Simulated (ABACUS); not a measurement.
Wanted: an ASE script for an ABACUS 3.10.1 run.

```
Task                                          : relaxation of cell and atoms
Functional                                    : r2SCAN
Potentials or basis                           : SG15 ONCV 1.2 PBE
Cutoff                                        : 1238 eV
Density cutoff                                : 4952 eV
Basis                                         : plane waves
k mesh                                        : 5 × 5 × 5
Occupations                                   : fermi-dirac, width 0.05 eV
Spin                                          : no spin polarisation
Optimiser                                     : ASE LBFGS
Force threshold                               : 0.03 eV/Å
Max steps                                     : 60
Cell moves                                    : yes
Radial cutoff of the potentials (pseudo_rcut) : 10 bohr
SCF threshold on the density                  : 1e-08
Max SCF steps                                 : 100
Eigensolver                                   : dav
Mixing                                        : broyden
Mixing share                                  : 0.7
Symmetry key                                  : 1
Bands                                         : 18
```

The structure of Ge lies in Ge.cif:

```cif
data_Ge
_cell_length_a 5.65782000
_cell_length_b 5.65782000
_cell_length_c 5.65782000
_cell_angle_alpha 90.00000000
_cell_angle_beta 90.00000000
_cell_angle_gamma 90.00000000
_space_group_name_H-M_alt 'Fd-3m'
_space_group_name_Hall 'F 4d 2 3 -1d'
_space_group_IT_number 227
loop_
_space_group_symop_operation_xyz
'x,y,z'
'-y+1/4,x+1/4,z+1/4'
'-x,-y+1/2,z+1/2'
'y+3/4,-x+1/4,z+3/4'
'x,-y,-z'
'-y+1/4,-x+3/4,-z+3/4'
'-x,y+1/2,-z+1/2'
'y+3/4,x+3/4,-z+1/4'
'z,x,y'
'z+1/4,-y+1/4,x+1/4'
'z+1/2,-x,-y+1/2'
'z+3/4,y+3/4,-x+1/4'
'-z,x,-y'
'-z+3/4,-y+1/4,-x+3/4'
'-z+1/2,-x,y+1/2'
'-z+1/4,y+3/4,x+3/4'
'y,z,x'
'x+1/4,z+1/4,-y+1/4'
'-y+1/2,z+1/2,-x'
'-x+1/4,z+3/4,y+3/4'
'-y,-z,x'
'-x+3/4,-z+3/4,-y+1/4'
'y+1/2,-z+1/2,-x'
'x+3/4,-z+1/4,y+3/4'
'-x+1/4,-y+1/4,-z+1/4'
'y,-x,-z'
'x+1/4,y+3/4,-z+3/4'
'-y+1/2,x,-z+1/2'
'-x+1/4,y+1/4,z+1/4'
'y,x+1/2,z+1/2'
'x+1/4,-y+3/4,z+3/4'
'-y+1/2,-x+1/2,z'
'-z+1/4,-x+1/4,-y+1/4'
'-z,y,-x'
'-z+3/4,x+1/4,y+3/4'
'-z+1/2,-y+1/2,x'
'z+1/4,-x+1/4,y+1/4'
'z+1/2,y,x+1/2'
'z+3/4,x+1/4,-y+3/4'
'z,-y+1/2,-x+1/2'
'-y+1/4,-z+1/4,-x+1/4'
'-x,-z,y'
'y+3/4,-z+3/4,x+1/4'
'x,-z+1/2,-y+1/2'
'y+1/4,z+1/4,-x+1/4'
'x+1/2,z+1/2,y'
'-y+3/4,z+3/4,x+1/4'
'-x+1/2,z,-y+1/2'
'x,y+1/2,z+1/2'
'-y+1/4,x+3/4,z+3/4'
'-x,-y,z'
'y+3/4,-x+3/4,z+1/4'
'x,-y+1/2,-z+1/2'
'-y+1/4,-x+1/4,-z+1/4'
'-x,y,-z'
'y+3/4,x+1/4,-z+3/4'
'z,x+1/2,y+1/2'
'z+1/4,-y+3/4,x+3/4'
'z+1/2,-x+1/2,-y'
'z+3/4,y+1/4,-x+3/4'
'-z,x+1/2,-y+1/2'
'-z+3/4,-y+3/4,-x+1/4'
'-z+1/2,-x+1/2,y'
'-z+1/4,y+1/4,x+1/4'
'y,z+1/2,x+1/2'
'x+1/4,z+3/4,-y+3/4'
'-y+1/2,z,-x+1/2'
'-x+1/4,z+1/4,y+1/4'
'-y,-z+1/2,x+1/2'
'-x+3/4,-z+1/4,-y+3/4'
'y+1/2,-z,-x+1/2'
'x+3/4,-z+3/4,y+1/4'
'-x+1/4,-y+3/4,-z+3/4'
'y,-x+1/2,-z+1/2'
'x+1/4,y+1/4,-z+1/4'
'-y+1/2,x+1/2,-z'
'-x+1/4,y+3/4,z+3/4'
'y,x,z'
'x+1/4,-y+1/4,z+1/4'
'-y+1/2,-x,z+1/2'
'-z+1/4,-x+3/4,-y+3/4'
'-z,y+1/2,-x+1/2'
'-z+3/4,x+3/4,y+1/4'
'-z+1/2,-y,x+1/2'
'z+1/4,-x+3/4,y+3/4'
'z+1/2,y+1/2,x'
'z+3/4,x+3/4,-y+1/4'
'z,-y,-x'
'-y+1/4,-z+3/4,-x+3/4'
'-x,-z+1/2,y+1/2'
'y+3/4,-z+1/4,x+3/4'
'x,-z,-y'
'y+1/4,z+3/4,-x+3/4'
'x+1/2,z,y+1/2'
'-y+3/4,z+1/4,x+3/4'
'-x+1/2,z+1/2,-y'
'x+1/2,y,z+1/2'
'-y+3/4,x+1/4,z+3/4'
'-x+1/2,-y+1/2,z'
'y+1/4,-x+1/4,z+1/4'
'x+1/2,-y,-z+1/2'
'-y+3/4,-x+3/4,-z+1/4'
'-x+1/2,y+1/2,-z'
'y+1/4,x+3/4,-z+3/4'
'z+1/2,x,y+1/2'
'z+3/4,-y+1/4,x+3/4'
'z,-x,-y'
'z+1/4,y+3/4,-x+3/4'
'-z+1/2,x,-y+1/2'
'-z+1/4,-y+1/4,-x+1/4'
'-z,-x,y'
'-z+3/4,y+3/4,x+1/4'
'y+1/2,z,x+1/2'
'x+3/4,z+1/4,-y+3/4'
'-y,z+1/2,-x+1/2'
'-x+3/4,z+3/4,y+1/4'
'-y+1/2,-z,x+1/2'
'-x+1/4,-z+3/4,-y+3/4'
'y,-z+1/2,-x+1/2'
'x+1/4,-z+1/4,y+1/4'
'-x+3/4,-y+1/4,-z+3/4'
'y+1/2,-x,-z+1/2'
'x+3/4,y+3/4,-z+1/4'
'-y,x,-z'
'-x+3/4,y+1/4,z+3/4'
'y+1/2,x+1/2,z'
'x+3/4,-y+3/4,z+1/4'
'-y,-x+1/2,z+1/2'
'-z+3/4,-x+1/4,-y+3/4'
'-z+1/2,y,-x+1/2'
'-z+1/4,x+1/4,y+1/4'
'-z,-y+1/2,x+1/2'
'z+3/4,-x+1/4,y+3/4'
'z,y,x'
'z+1/4,x+1/4,-y+1/4'
'z+1/2,-y+1/2,-x'
'-y+3/4,-z+1/4,-x+3/4'
'-x+1/2,-z,y+1/2'
'y+1/4,-z+3/4,x+3/4'
'x+1/2,-z+1/2,-y'
'y+3/4,z+1/4,-x+3/4'
'x,z+1/2,y+1/2'
'-y+1/4,z+3/4,x+3/4'
'-x,z,-y'
'x+1/2,y+1/2,z'
'-y+3/4,x+3/4,z+1/4'
'-x+1/2,-y,z+1/2'
'y+1/4,-x+3/4,z+3/4'
'x+1/2,-y+1/2,-z'
'-y+3/4,-x+1/4,-z+3/4'
'-x+1/2,y,-z+1/2'
'y+1/4,x+1/4,-z+1/4'
'z+1/2,x+1/2,y'
'z+3/4,-y+3/4,x+1/4'
'z,-x+1/2,-y+1/2'
'z+1/4,y+1/4,-x+1/4'
'-z+1/2,x+1/2,-y'
'-z+1/4,-y+3/4,-x+3/4'
'-z,-x+1/2,y+1/2'
'-z+3/4,y+1/4,x+3/4'
'y+1/2,z+1/2,x'
'x+3/4,z+3/4,-y+1/4'
'-y,z,-x'
'-x+3/4,z+1/4,y+3/4'
'-y+1/2,-z+1/2,x'
'-x+1/4,-z+1/4,-y+1/4'
'y,-z,-x'
'x+1/4,-z+3/4,y+3/4'
'-x+3/4,-y+3/4,-z+1/4'
'y+1/2,-x+1/2,-z'
'x+3/4,y+1/4,-z+3/4'
'-y,x+1/2,-z+1/2'
'-x+3/4,y+3/4,z+1/4'
'y+1/2,x,z+1/2'
'x+3/4,-y+1/4,z+3/4'
'-y,-x,z'
'-z+3/4,-x+3/4,-y+1/4'
'-z+1/2,y+1/2,-x'
'-z+1/4,x+3/4,y+3/4'
'-z,-y,x'
'z+3/4,-x+3/4,y+1/4'
'z,y+1/2,x+1/2'
'z+1/4,x+3/4,-y+3/4'
'z+1/2,-y,-x+1/2'
'-y+3/4,-z+3/4,-x+1/4'
'-x+1/2,-z+1/2,y'
'y+1/4,-z+1/4,x+1/4'
'x+1/2,-z,-y+1/2'
'y+3/4,z+3/4,-x+1/4'
'x,z,y'
'-y+1/4,z+1/4,x+1/4'
'-x,z+1/2,-y+1/2'
loop_
_atom_site_label
_atom_site_type_symbol
_atom_site_symmetry_multiplicity
_atom_site_Wyckoff_symbol
_atom_site_fract_x
_atom_site_fract_y
_atom_site_fract_z
_atom_site_occupancy
Ge1 Ge 8 a 0.2500000000 0.2500000000 0.2500000000 1
```

One way to write it, as run:

run_abacus.py

```python
"""Relaxation by an ASE optimiser with ABACUS as a small file-based calculator."""
import re
import subprocess
import spglib
from ase import Atoms
import numpy as np
from ase.calculators.calculator import Calculator, all_changes
from ase.filters import FrechetCellFilter
from ase.io import read
from ase.optimize import LBFGS
from ase.stress import full_3x3_to_voigt_6_stress
from ase.units import Bohr, GPa

atoms = read("Ge.cif")
cell, frac, numbers = spglib.standardize_cell((atoms.cell[:], atoms.get_scaled_positions(), atoms.numbers), to_primitive=True, symprec=1e-4)
atoms = Atoms(numbers=numbers, cell=cell, scaled_positions=frac, pbc=True)  # the primitive cell
atoms = atoms[(-atoms.numbers).argsort(kind="stable")]  # ABACUS lists atoms element by element
pseudo = {'Ge': 'Ge_ONCV_PBE-1.2.upf'}
orbital = {}
magmoms = None
kmesh = [5, 5, 5]
params = {
    'suffix': 'Ge',
    'calculation': 'scf',
    'basis_type': 'pw',
    'pseudo_dir': './',
    'symmetry': 1,
    'dft_functional': 'MGGA_X_R2SCAN+MGGA_C_R2SCAN',
    'ecutwfc': 91,
    'pseudo_rcut': 10,
    'nspin': 1,
    'nbands': 18,
    'ks_solver': 'dav',
    'smearing_method': 'fd',
    'smearing_sigma': 0.00367493,
    'scf_thr': 1e-08,
    'scf_nmax': 100,
    'mixing_type': 'broyden',
    'mixing_beta': 0.7,
    'cal_force': 1,
    'cal_stress': 1,
    'mixing_tau': 1,
    'kpar': 4,
}

def write_input(atoms):
    symbols = atoms.get_chemical_symbols()
    elements = list(dict.fromkeys(symbols))
    lines = ["ATOMIC_SPECIES"] + [f"{e} {atoms.get_masses()[symbols.index(e)]:.4f} {pseudo[e]}" for e in elements]
    if orbital:
        lines += ["", "NUMERICAL_ORBITAL"] + [orbital[e] for e in elements]
    lines += ["", "LATTICE_CONSTANT", f"{1 / Bohr:.10f}", "", "LATTICE_VECTORS"]
    lines += [" ".join(f"{x:.10f}" for x in v) for v in atoms.cell]
    lines += ["", "ATOMIC_POSITIONS", "Direct"]
    for e in elements:
        lines += ["", e, "0.0", str(symbols.count(e))]
        for i, p in enumerate(atoms.get_scaled_positions(wrap=False)):
            if symbols[i] == e:
                mag = "" if magmoms is None else " mag " + " ".join(str(x) for x in (magmoms[i] if isinstance(magmoms[i], list) else [magmoms[i]]))
                lines.append(" ".join(f"{x:.10f}" for x in p) + " 1 1 1" + mag)
    open("STRU", "w").write("\n".join(lines) + "\n")
    open("KPT", "w").write("K_POINTS\n0\nGamma\n%d %d %d 0 0 0\n" % tuple(kmesh))
    open("INPUT", "w").write("INPUT_PARAMETERS\n" + "".join(f"{k:<20s}{v}\n" for k, v in params.items()))

class Abacus(Calculator):
    implemented_properties = ["energy", "free_energy", "forces", "stress"]

    def calculate(self, atoms=None, properties=("energy",), system_changes=all_changes):
        super().calculate(atoms, properties, system_changes)
        write_input(self.atoms)
        subprocess.run(['mpirun', '-np', '4', 'abacus'], check=True)
        log = open("OUT.Ge/running_scf.log").read()
        if "charge density convergence is achieved" not in log:
            raise RuntimeError("SCF not converged")
        rows = lambda title, n: np.array([l.split()[-3:] for l in log.split(title)[-1].split("\n")[2:2 + n]], float)
        energy = float(re.findall(r"FINAL_ETOT_IS (\S+)", log)[-1])
        stress = -rows("TOTAL-STRESS", 3) / 10 * GPa  # ABACUS prints kbar, compression positive
        self.results = dict(energy=energy, free_energy=energy, forces=rows("TOTAL-FORCE", len(self.atoms)), stress=full_3x3_to_voigt_6_stress(stress))

atoms.calc = Abacus()
opt = LBFGS(FrechetCellFilter(atoms), logfile="opt.log", trajectory="relax.traj")
print("optimiser converged:", opt.run(fmax=0.03, steps=60))
```

Potentials or basis: SG15 ONCV 1.2 PBE, plane waves.

Run with:

```console
$ OMP_NUM_THREADS=1 python run_abacus.py > log
```

It gave:

```json
{"Relaxed volume": "22.23 Å³/atom", "Relaxed cell": "a = 3.976 Å, b = 3.976 Å, c = 3.976 Å, α = 60.00°, β = 60.00°, γ = 60.00°", "Space group after relaxing (to 0.05 Å)": "Fd-3m (No. 227)", "Energy gained by relaxing": "1.6 meV/atom", "Ionic steps": "3", "Pressure after relaxing": "-0.1 GPa", "Band gap on the k mesh": "none (metal or under the smearing width)"}
```

Caveat: the k mesh is coarse (spacing up to 0.38 Å⁻¹), so the values aren't converged; the potentials were made for another functional, which shifts forces and pressure; this crystal is a semiconductor, whose small gap the functional closes, so the metal is an error of the method.

It took 70 s on 4 MPI ranks on Intel(R) Xeon(R) Platinum 8259CL CPU @ 2.50GHz (Skylake/Cascade Lake), on a shared host, peak memory 0.4 GiB a rank.
